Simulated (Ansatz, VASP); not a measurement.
# Two plane-wave programs on K

File run.py:

```python
from ase.calculators.vasp import Vasp
from ase.dft.bandgap import bandgap
from ase.io import read

atoms = read('K.xyz')
calc = Vasp(
    directory='calc',
    xc='rpbe',
    pp='PBE',
    setups='minimal',
    prec='Accurate',
    encut=500,
    ediff=1e-06,
    ismear=0,
    sigma=0.02,
    lreal=False,
    lasph=True,
    nelm=60,
    algo='Normal',
    isif=2,
    lwave=False,
    lcharg=False,
    kpts=[6, 6, 6],
    gamma=True,
    nbands=10,
)
atoms.calc = calc

print('energy (eV):', atoms.get_potential_energy())
print('free energy (eV):', atoms.get_potential_energy(force_consistent=True))
print('forces (eV/A):')
print(atoms.get_forces())
print('stress (eV/A^3, Voigt):', atoms.get_stress())
print('Fermi level (eV):', calc.get_fermi_level())
gap, top, bottom = bandgap(calc)
print('band gap (eV):', gap, 'from (spin, k, band)', top, 'to', bottom)
```

Contents of K.xyz:

```xyz
1
Lattice="4.3104394900 0.0000000000 0.0000000000 0.0000000000 4.3104394900 0.0000000000 0.0000000000 0.0000000000 4.3104394900" Properties=species:S:1:pos:R:3 pbc="T T T"
K      0.0000000000      0.0000000000      0.0000000000
```

Contents of input.yaml:

```yaml
crystal:
  lattice:
    - [4.31043949, 0.0, 0.0]
    - [0.0, 4.31043949, 0.0]
    - [0.0, 0.0, 4.31043949]
  atoms:
    - { symbol: K, position: [0.0, 0.0, 0.0] }
hamiltonian:
  xc: rpbe
  pseudopotentials: { kind: paw }
kpoints:
  mp_grid: { grid: [6, 6, 6] }
scf:
  occupations: { method: gaussian, width: 0.02 }
output:
  forces: true
  stress: true
  eigenvalues: true
```

This isn't the form of K at room conditions, which is bcc.

Alike in both runs: task single point; functional RPBE; k mesh 6 × 6 × 6; occupations gaussian, width 0.02 eV; no spin polarisation.

```csv
,VASP,Ansatz
version,VASP 6.6.1,Ansatz 0.2.0
potentials or method,"VASP PAW PBE potentials, release 64 (K_pv)",Ansatz PAW
plane-wave cutoff (eV),500,420
valence electrons in the cell,7,9
```

```csv
,VASP,Ansatz,Ansatz less VASP
gap on the k mesh at the Fermi level (eV),none,none,-
pressure (GPa),0.2,0.2,-0.01
```

A gap of «none» marks a metal or a gap that the smearing closes. The two sets of potentials don't hold the same shells in valence.

Caveats: the PAW data sets were made with another functional, which shifts forces and pressure a little (VASP); the PAW data sets come from PBE, with cores solved anew for the run's functional, which leaves a small shift of forces and pressure (Ansatz).
